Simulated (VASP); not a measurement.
V:

```
CELL_PARAMETERS angstrom
2.60429 0.00000 0.00000
-1.30215 2.25538 0.00000
0.00000 0.00000 4.72334
ATOMIC_POSITIONS crystal
V 0.33333 0.66667 0.25000
V 0.66667 0.33333 0.75000
```

This isn't the form of V at room conditions, which is bcc.

| Quantity | Value |
| --- | --- |
| Program | VASP 6.6.1 |
| Task | relaxation of cell and atoms |
| Functional | r2SCAN |
| Potentials or basis | VASP PAW PBE potentials, release 64 (V_sv) |
| Cutoff | 600 eV |
| k mesh | 12 × 12 × 6 |
| Occupations | methfessel-paxton, width 0.1 eV |
| Spin | collinear spin, ferromagnetic start |
| Starting moments | [2.0, 2.0] μB |

At the start: pressure -2.9 GPa; volume 13.87 Å³/atom.

Q: Where does the relaxation end?

A: Over 8 steps the energy falls by 2.2 meV/atom and the volume is 13.64 Å³/atom (-1.6 %); space group P6_3/mmc (No. 194, to 0.05 Å); moment 0.00 μB per cell.

The path:
| step | energy change (eV) | largest force (eV/Å) | pressure (GPa) | volume (Å³) |
| --- | --- | --- | --- | --- |
| 1 | 0.0000 | 0.0000 | -2.90 | 27.74 |
| 2 | 0.0020 | 0.0000 | 3.84 | 26.75 |
| 3 | -0.0043 | 0.0000 | 0.03 | 27.29 |
| 4 | -0.0043 | 0.0000 | 0.12 | 27.28 |
| 5 | -0.0045 | 0.0000 | 0.05 | 27.28 |
| 6 | -0.0045 | 0.0000 | 0.05 | 27.28 |
| 7 | -0.0045 | 0.0000 | 0.05 | 27.29 |
| 8 | -0.0045 | 0.0000 | 0.05 | 27.29 |

Final structure:
```xyz
2
Lattice="2.5948 0.0000 0.0000 -1.2974 2.2472 0.0000 0.0000 0.0000 4.6794" Properties=species:S:1:pos:R:3 pbc="T T T"
V     0.0000    1.4981    1.1698
V     1.2974    0.7491    3.5095
```

Caveat: the PAW data sets were made with another functional, which shifts forces and pressure a little.
